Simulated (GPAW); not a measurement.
A calculation with GPAW 26.7.0 of ZrC (ASE script, structure typed inline):

Contents of run.py:

```python
from ase import Atoms
from ase.dft.bandgap import bandgap
from ase.io import write
from ase.units import GPa
from gpaw import GPAW, PW

atoms = Atoms(['Zr', 'C'],
              cell=[[0.0, 2.365, 2.365],
                    [2.365, 0.0, 2.365],
                    [2.365, 2.365, 0.0]],
              scaled_positions=[[0.5, 0.5, 0.5],
                                [0.0, 0.0, 0.0]],
              pbc=True)

calc = GPAW(mode=PW(600),
            xc='PBE',
            kpts={'size': (8, 8, 8), 'gamma': True},
            occupations={'name': 'fermi-dirac', 'width': 0.05},
            nbands=18,
            maxiter=120,
            txt='gpaw.txt')
atoms.calc = calc
energy = atoms.get_potential_energy()
forces = atoms.get_forces()
stress = atoms.get_stress()
calc.write('gs.gpw')
write('result.traj', atoms)
print(f'Energy: {energy:.6f} eV')
print('Forces (eV/A):')
print(forces.round(4))
print('Stress (GPa):', (stress / GPa).round(3))
print('Fermi level:', round(calc.get_fermi_level(), 4), 'eV')
print(f'Gap: {bandgap(calc)[0]:.4f} eV, direct: {bandgap(calc, direct=True)[0]:.4f} eV')
```

Potentials or basis: GPAW PAW data sets (gpaw-data 1.2.1), pw.

Launch:

```sh
$ OMP_NUM_THREADS=1 python run.py
```

Question: Write the same calculation in another form: ASE script, structure from a POSCAR.

Answer: As run:

The input run.py:

```python
from ase.dft.bandgap import bandgap
from ase.io import read, write
from ase.units import GPa
from gpaw import GPAW, PW

atoms = read('POSCAR')

calc = GPAW(mode=PW(600),
            xc='PBE',
            kpts={'size': (8, 8, 8), 'gamma': True},
            occupations={'name': 'fermi-dirac', 'width': 0.05},
            nbands=18,
            maxiter=120,
            txt='gpaw.txt')
atoms.calc = calc
energy = atoms.get_potential_energy()
forces = atoms.get_forces()
stress = atoms.get_stress()
calc.write('gs.gpw')
write('result.traj', atoms)
print(f'Energy: {energy:.6f} eV')
print('Forces (eV/A):')
print(forces.round(4))
print('Stress (GPa):', (stress / GPa).round(3))
print('Fermi level:', round(calc.get_fermi_level(), 4), 'eV')
print(f'Gap: {bandgap(calc)[0]:.4f} eV, direct: {bandgap(calc, direct=True)[0]:.4f} eV')
```

The input POSCAR:

```
ZrC
1.0
    0.0000000000      2.3650000000      2.3650000000
    2.3650000000      0.0000000000      2.3650000000
    2.3650000000      2.3650000000      0.0000000000
Zr C
1 1
Direct
    0.5000000000      0.5000000000      0.5000000000
    0.0000000000      0.0000000000      0.0000000000
```

Potentials or basis: GPAW PAW data sets (gpaw-data 1.2.1), pw.

The run is started by

```bash
$ OMP_NUM_THREADS=1 python run.py
```

Both were run:

|  | ASE script, structure typed inline | ASE script, structure from a POSCAR |
| --- | --- | --- |
| Pressure | -3.8 GPa | -3.8 GPa |
| Band gap on the k mesh | none (metal or under the smearing width) | none (metal or under the smearing width) |

Keys that steer only the numerical path or the files written may differ.

Caveat: the cutoff is short for stress and forces, so pressures can be off by a GPa or more.
